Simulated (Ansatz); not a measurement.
# Si started in the widest void in diamond Si, 217 atoms, charge 0

Wanted: geometry, formation energy and gap levels of the defect, compared across PBEsol and HSE06.

Program: Ansatz 0.2.0, PAW, plane waves. These are calculated values, not measurements.

## 1. The system as built

217 atoms (217 Si); a = 16.298 Å, b = 16.298 Å, c = 16.298 Å, α = 90.00°, β = 90.00°, γ = 90.00°. All atoms were shaken off their sites by about 0.02 Å along each axis; atoms next to an added one may be pushed further to make room. Defect site 1: (0.500, 0.500, 0.500).

The runs, in order: (2) PBEsol relaxation at the single k point (¼, ¼, ¼), on 1 × NVIDIA GB200 with 8 threads of Arm Neoverse-V2; (3) HSE06 single point at the single k point (¼, ¼, ¼), on 1 × NVIDIA GB200 with 8 threads of Arm Neoverse-V2.

## 2. Relaxation of the positions (PBEsol)

in.yaml reads:

```yaml
crystal:
  lattice:
    - [16.298369, 0.000000, 0.000000]
    - [0.000000, 16.298369, 0.000000]
    - [0.000000, 0.000000, 16.298369]
  atoms:
    - { symbol: Si, position: [0.002026, 0.998597, 0.998070] }
    - { symbol: Si, position: [0.000075, 0.999411, 0.332476] }
    - { symbol: Si, position: [0.001263, 0.999362, 0.666941] }
    - { symbol: Si, position: [0.000083, 0.334791, 0.998255] }
    - { symbol: Si, position: [0.998786, 0.334246, 0.332806] }
    - { symbol: Si, position: [0.000176, 0.335716, 0.667074] }
    - { symbol: Si, position: [0.998587, 0.667342, 0.000804] }
    - { symbol: Si, position: [0.000814, 0.670804, 0.334460] }
    - { symbol: Si, position: [0.999126, 0.666459, 0.666673] }
    - { symbol: Si, position: [0.331306, 0.999854, 0.998324] }
    - { symbol: Si, position: [0.330818, 0.999164, 0.334093] }
    - { symbol: Si, position: [0.334600, 0.997902, 0.665895] }
    - { symbol: Si, position: [0.331090, 0.334654, 0.999870] }
    - { symbol: Si, position: [0.333844, 0.332814, 0.333072] }
    - { symbol: Si, position: [0.332647, 0.334010, 0.667158] }
    - { symbol: Si, position: [0.332717, 0.668889, 0.002674] }
    - { symbol: Si, position: [0.332881, 0.667500, 0.333535] }
    - { symbol: Si, position: [0.331918, 0.666258, 0.666194] }
    - { symbol: Si, position: [0.666967, 0.002846, 0.997325] }
    - { symbol: Si, position: [0.668475, 0.998853, 0.332940] }
    - { symbol: Si, position: [0.664879, 0.000939, 0.667590] }
    - { symbol: Si, position: [0.665254, 0.332841, 0.999820] }
    - { symbol: Si, position: [0.667111, 0.333624, 0.331996] }
    - { symbol: Si, position: [0.667493, 0.333880, 0.666653] }
    - { symbol: Si, position: [0.665557, 0.668207, 0.002013] }
    - { symbol: Si, position: [0.665965, 0.668365, 0.329842] }
    - { symbol: Si, position: [0.666631, 0.665740, 0.667609] }
    - { symbol: Si, position: [0.081932, 0.082569, 0.085850] }
    - { symbol: Si, position: [0.083924, 0.079952, 0.416132] }
    - { symbol: Si, position: [0.084595, 0.084813, 0.747260] }
    - { symbol: Si, position: [0.082185, 0.416898, 0.082288] }
    - { symbol: Si, position: [0.084221, 0.418970, 0.418047] }
    - { symbol: Si, position: [0.081325, 0.416134, 0.749825] }
    - { symbol: Si, position: [0.083969, 0.749742, 0.084539] }
    - { symbol: Si, position: [0.084047, 0.749834, 0.416684] }
    - { symbol: Si, position: [0.084799, 0.750553, 0.750533] }
    - { symbol: Si, position: [0.417757, 0.083334, 0.083529] }
    - { symbol: Si, position: [0.416990, 0.083472, 0.415711] }
    - { symbol: Si, position: [0.417885, 0.083100, 0.750919] }
    - { symbol: Si, position: [0.416476, 0.415440, 0.083579] }
    - { symbol: Si, position: [0.415419, 0.416385, 0.415860] }
    - { symbol: Si, position: [0.417763, 0.415942, 0.751285] }
    - { symbol: Si, position: [0.417250, 0.750769, 0.082887] }
    - { symbol: Si, position: [0.417898, 0.749594, 0.414790] }
    - { symbol: Si, position: [0.417461, 0.751436, 0.749505] }
    - { symbol: Si, position: [0.751164, 0.083717, 0.082353] }
    - { symbol: Si, position: [0.748855, 0.085949, 0.416535] }
    - { symbol: Si, position: [0.750172, 0.083039, 0.750341] }
    - { symbol: Si, position: [0.749139, 0.417100, 0.083300] }
    - { symbol: Si, position: [0.749696, 0.416635, 0.416409] }
    - { symbol: Si, position: [0.749561, 0.417161, 0.746461] }
    - { symbol: Si, position: [0.749443, 0.749516, 0.080540] }
    - { symbol: Si, position: [0.748613, 0.749945, 0.415570] }
    - { symbol: Si, position: [0.752090, 0.750608, 0.750262] }
    - { symbol: Si, position: [0.168744, 0.167971, 0.000733] }
    - { symbol: Si, position: [0.167577, 0.166445, 0.333353] }
    - { symbol: Si, position: [0.167892, 0.165998, 0.665925] }
    - { symbol: Si, position: [0.168179, 0.502598, 0.998530] }
    - { symbol: Si, position: [0.165154, 0.499025, 0.335361] }
    - { symbol: Si, position: [0.166565, 0.499957, 0.664859] }
    - { symbol: Si, position: [0.163921, 0.833661, 0.999763] }
    - { symbol: Si, position: [0.167082, 0.836410, 0.334307] }
    - { symbol: Si, position: [0.164472, 0.832035, 0.666309] }
    - { symbol: Si, position: [0.499245, 0.167711, 0.000192] }
    - { symbol: Si, position: [0.499693, 0.166113, 0.334389] }
    - { symbol: Si, position: [0.498082, 0.166242, 0.666508] }
    - { symbol: Si, position: [0.498176, 0.500297, 0.000823] }
    - { symbol: Si, position: [0.500912, 0.501400, 0.333703] }
    - { symbol: Si, position: [0.497603, 0.495528, 0.666830] }
    - { symbol: Si, position: [0.497805, 0.831461, 0.997882] }
    - { symbol: Si, position: [0.497781, 0.831628, 0.332029] }
    - { symbol: Si, position: [0.500488, 0.832458, 0.667275] }
    - { symbol: Si, position: [0.835335, 0.167179, 0.999689] }
    - { symbol: Si, position: [0.833287, 0.165949, 0.335352] }
    - { symbol: Si, position: [0.833463, 0.167517, 0.667926] }
    - { symbol: Si, position: [0.833053, 0.500855, 0.998942] }
    - { symbol: Si, position: [0.832120, 0.499462, 0.334381] }
    - { symbol: Si, position: [0.833481, 0.500984, 0.667309] }
    - { symbol: Si, position: [0.834862, 0.833848, 0.001265] }
    - { symbol: Si, position: [0.834313, 0.834325, 0.333381] }
    - { symbol: Si, position: [0.832915, 0.834409, 0.664863] }
    - { symbol: Si, position: [0.251536, 0.251115, 0.083256] }
    - { symbol: Si, position: [0.249369, 0.250403, 0.417570] }
    - { symbol: Si, position: [0.249299, 0.250277, 0.747238] }
    - { symbol: Si, position: [0.250307, 0.584505, 0.082921] }
    - { symbol: Si, position: [0.251522, 0.583990, 0.418916] }
    - { symbol: Si, position: [0.248654, 0.583114, 0.749967] }
    - { symbol: Si, position: [0.251048, 0.915892, 0.083305] }
    - { symbol: Si, position: [0.251216, 0.915429, 0.416965] }
    - { symbol: Si, position: [0.249024, 0.915500, 0.748893] }
    - { symbol: Si, position: [0.583732, 0.250235, 0.082730] }
    - { symbol: Si, position: [0.582183, 0.250047, 0.415458] }
    - { symbol: Si, position: [0.582089, 0.250432, 0.751997] }
    - { symbol: Si, position: [0.586408, 0.583900, 0.082913] }
    - { symbol: Si, position: [0.583264, 0.582848, 0.414613] }
    - { symbol: Si, position: [0.583602, 0.583774, 0.748363] }
    - { symbol: Si, position: [0.582451, 0.917796, 0.082154] }
    - { symbol: Si, position: [0.582306, 0.917303, 0.415172] }
    - { symbol: Si, position: [0.582337, 0.917012, 0.750971] }
    - { symbol: Si, position: [0.918416, 0.250269, 0.083470] }
    - { symbol: Si, position: [0.918208, 0.248144, 0.416444] }
    - { symbol: Si, position: [0.914795, 0.249991, 0.750707] }
    - { symbol: Si, position: [0.916004, 0.583740, 0.083568] }
    - { symbol: Si, position: [0.915409, 0.582169, 0.414387] }
    - { symbol: Si, position: [0.916148, 0.582205, 0.750400] }
    - { symbol: Si, position: [0.915293, 0.915360, 0.083330] }
    - { symbol: Si, position: [0.916213, 0.914914, 0.416504] }
    - { symbol: Si, position: [0.917664, 0.917818, 0.748515] }
    - { symbol: Si, position: [0.166522, 0.999335, 0.165388] }
    - { symbol: Si, position: [0.167288, 0.997894, 0.499690] }
    - { symbol: Si, position: [0.164889, 0.998837, 0.832341] }
    - { symbol: Si, position: [0.163605, 0.331194, 0.165328] }
    - { symbol: Si, position: [0.166375, 0.333467, 0.502868] }
    - { symbol: Si, position: [0.167291, 0.334698, 0.831695] }
    - { symbol: Si, position: [0.167168, 0.666019, 0.165873] }
    - { symbol: Si, position: [0.166607, 0.666588, 0.498363] }
    - { symbol: Si, position: [0.166644, 0.666895, 0.832804] }
    - { symbol: Si, position: [0.501666, 0.999620, 0.167353] }
    - { symbol: Si, position: [0.502002, 0.999905, 0.500729] }
    - { symbol: Si, position: [0.502124, 0.000877, 0.834324] }
    - { symbol: Si, position: [0.498665, 0.334109, 0.166322] }
    - { symbol: Si, position: [0.498415, 0.331651, 0.500842] }
    - { symbol: Si, position: [0.499554, 0.333480, 0.834796] }
    - { symbol: Si, position: [0.498818, 0.669334, 0.165303] }
    - { symbol: Si, position: [0.500040, 0.667637, 0.501327] }
    - { symbol: Si, position: [0.498957, 0.664979, 0.832210] }
    - { symbol: Si, position: [0.834592, 0.998735, 0.165134] }
    - { symbol: Si, position: [0.834139, 0.000332, 0.498536] }
    - { symbol: Si, position: [0.832836, 0.001306, 0.833612] }
    - { symbol: Si, position: [0.835228, 0.331986, 0.167158] }
    - { symbol: Si, position: [0.832313, 0.331713, 0.499211] }
    - { symbol: Si, position: [0.832817, 0.334044, 0.832044] }
    - { symbol: Si, position: [0.833618, 0.668284, 0.168130] }
    - { symbol: Si, position: [0.833013, 0.666535, 0.498526] }
    - { symbol: Si, position: [0.835223, 0.665354, 0.835836] }
    - { symbol: Si, position: [0.252969, 0.083369, 0.248722] }
    - { symbol: Si, position: [0.251967, 0.085821, 0.581756] }
    - { symbol: Si, position: [0.249607, 0.082875, 0.917888] }
    - { symbol: Si, position: [0.248679, 0.419679, 0.251010] }
    - { symbol: Si, position: [0.250501, 0.415062, 0.580354] }
    - { symbol: Si, position: [0.249516, 0.416659, 0.916510] }
    - { symbol: Si, position: [0.251161, 0.750170, 0.250243] }
    - { symbol: Si, position: [0.249577, 0.751674, 0.585310] }
    - { symbol: Si, position: [0.252064, 0.749257, 0.915713] }
    - { symbol: Si, position: [0.582413, 0.082751, 0.249495] }
    - { symbol: Si, position: [0.581867, 0.084076, 0.583271] }
    - { symbol: Si, position: [0.581103, 0.083788, 0.915628] }
    - { symbol: Si, position: [0.582413, 0.415692, 0.248275] }
    - { symbol: Si, position: [0.582188, 0.416648, 0.581876] }
    - { symbol: Si, position: [0.583786, 0.416019, 0.915642] }
    - { symbol: Si, position: [0.585110, 0.750322, 0.251981] }
    - { symbol: Si, position: [0.582449, 0.749798, 0.583609] }
    - { symbol: Si, position: [0.583576, 0.751093, 0.917881] }
    - { symbol: Si, position: [0.914678, 0.084427, 0.249704] }
    - { symbol: Si, position: [0.918763, 0.083759, 0.583122] }
    - { symbol: Si, position: [0.915086, 0.083722, 0.916011] }
    - { symbol: Si, position: [0.915991, 0.418340, 0.249693] }
    - { symbol: Si, position: [0.916986, 0.415267, 0.582257] }
    - { symbol: Si, position: [0.916352, 0.416950, 0.916799] }
    - { symbol: Si, position: [0.917466, 0.749090, 0.250592] }
    - { symbol: Si, position: [0.915502, 0.749344, 0.582895] }
    - { symbol: Si, position: [0.915693, 0.750750, 0.918175] }
    - { symbol: Si, position: [0.999280, 0.166065, 0.167167] }
    - { symbol: Si, position: [0.998127, 0.166824, 0.499412] }
    - { symbol: Si, position: [0.000780, 0.167415, 0.833818] }
    - { symbol: Si, position: [0.998331, 0.500739, 0.164298] }
    - { symbol: Si, position: [0.001138, 0.500434, 0.497945] }
    - { symbol: Si, position: [0.001011, 0.500294, 0.832739] }
    - { symbol: Si, position: [0.000291, 0.833017, 0.165405] }
    - { symbol: Si, position: [0.000922, 0.834109, 0.499520] }
    - { symbol: Si, position: [0.001107, 0.833739, 0.833024] }
    - { symbol: Si, position: [0.333817, 0.167081, 0.167120] }
    - { symbol: Si, position: [0.333307, 0.167127, 0.497785] }
    - { symbol: Si, position: [0.333445, 0.165048, 0.834187] }
    - { symbol: Si, position: [0.334088, 0.501758, 0.166193] }
    - { symbol: Si, position: [0.331361, 0.500568, 0.503201] }
    - { symbol: Si, position: [0.334284, 0.499065, 0.833151] }
    - { symbol: Si, position: [0.333989, 0.833674, 0.163726] }
    - { symbol: Si, position: [0.334325, 0.833804, 0.502781] }
    - { symbol: Si, position: [0.332933, 0.834819, 0.834754] }
    - { symbol: Si, position: [0.666008, 0.165873, 0.167546] }
    - { symbol: Si, position: [0.666464, 0.167759, 0.500649] }
    - { symbol: Si, position: [0.668299, 0.167248, 0.832396] }
    - { symbol: Si, position: [0.667415, 0.499729, 0.166373] }
    - { symbol: Si, position: [0.665915, 0.498864, 0.500837] }
    - { symbol: Si, position: [0.668336, 0.498709, 0.833405] }
    - { symbol: Si, position: [0.668807, 0.832792, 0.168274] }
    - { symbol: Si, position: [0.667726, 0.831541, 0.500505] }
    - { symbol: Si, position: [0.667064, 0.834907, 0.834191] }
    - { symbol: Si, position: [0.082084, 0.247707, 0.248687] }
    - { symbol: Si, position: [0.085470, 0.249362, 0.583551] }
    - { symbol: Si, position: [0.082689, 0.250036, 0.914997] }
    - { symbol: Si, position: [0.083147, 0.582515, 0.248837] }
    - { symbol: Si, position: [0.086286, 0.582598, 0.584360] }
    - { symbol: Si, position: [0.083912, 0.582948, 0.914811] }
    - { symbol: Si, position: [0.083942, 0.917713, 0.248525] }
    - { symbol: Si, position: [0.083888, 0.915527, 0.585491] }
    - { symbol: Si, position: [0.083920, 0.916685, 0.918413] }
    - { symbol: Si, position: [0.416934, 0.251671, 0.252199] }
    - { symbol: Si, position: [0.420188, 0.250378, 0.583150] }
    - { symbol: Si, position: [0.416881, 0.250592, 0.916129] }
    - { symbol: Si, position: [0.415603, 0.584385, 0.249385] }
    - { symbol: Si, position: [0.415206, 0.583266, 0.584593] }
    - { symbol: Si, position: [0.414700, 0.581633, 0.917285] }
    - { symbol: Si, position: [0.416510, 0.917207, 0.249378] }
    - { symbol: Si, position: [0.416494, 0.917172, 0.582808] }
    - { symbol: Si, position: [0.415806, 0.916007, 0.915086] }
    - { symbol: Si, position: [0.750873, 0.248943, 0.248824] }
    - { symbol: Si, position: [0.749711, 0.252437, 0.581518] }
    - { symbol: Si, position: [0.749145, 0.249779, 0.916759] }
    - { symbol: Si, position: [0.750821, 0.584479, 0.250225] }
    - { symbol: Si, position: [0.751327, 0.582463, 0.584465] }
    - { symbol: Si, position: [0.748751, 0.582415, 0.917921] }
    - { symbol: Si, position: [0.747683, 0.915394, 0.250892] }
    - { symbol: Si, position: [0.750951, 0.915347, 0.584712] }
    - { symbol: Si, position: [0.751175, 0.915039, 0.915040] }
    - { symbol: Si, position: [0.499420, 0.499228, 0.497932] }
  symmetry: { detect: false }
kpoints:
  mp_grid: { grid: [1, 1, 1], shift: [0.25, 0.25, 0.25] }
hamiltonian:
  xc: pbesol
scf:
  occupations: { method: fermi_dirac, width: 0.01 }
relax:
  f_tol: 0.03
  max_steps: 80
  escape_saddle: false
  adjacent_minimum: "off"
output:
  forces: true
  eigenvalues: true
  populations: true
```

On the command line:

```sh
> ansatz run in.yaml --threads 8 --pin off --max-ram 118750MiB --runs-dir r --events-out ev --progress --plain --backend cuda --devices 0, --max-vram 170GiB
```

After this run come: HSE06 on the final geometry.

Q: Predict the outcome of this session. Wanted: for each run, formation energy; host gap; top filled to lowest empty.

**Answer**, as computed:

| level | time | formation energy (eV) | host gap (eV) | top filled to lowest empty (eV) |
| --- | --- | --- | --- | --- |
| PBEsol, relaxation | 17 s (GPU) | 3.24 | 0.59 | 0.34 |
| HSE06 | 3.5 min (GPU) | 4.39 | 1.28 | 0.61 |

```
     quantity                             value
   relaxation  8 recorded steps, 2.31 eV gained
largest shift                    0.62 Å (Si217)
```

**What this shows.** The relaxation lowers the energy by 2.31 eV; the largest shift is 0.62 Å (Si217). The formation energy goes from 3.24 eV (PBEsol) to 4.39 eV (HSE06). The reservoirs are the elements' reference phases; where the defect changes the composition, the value depends on that choice. HSE06 puts 1 localised level over 0.1 eV inside the gap, at 0.72 (filled) eV, the tightest of them shared by about 22 atoms. The host's edges were read at Γ, so band-like levels at this k point need not coincide with them. Finite-cell errors of some tenths of an eV remain in such numbers.
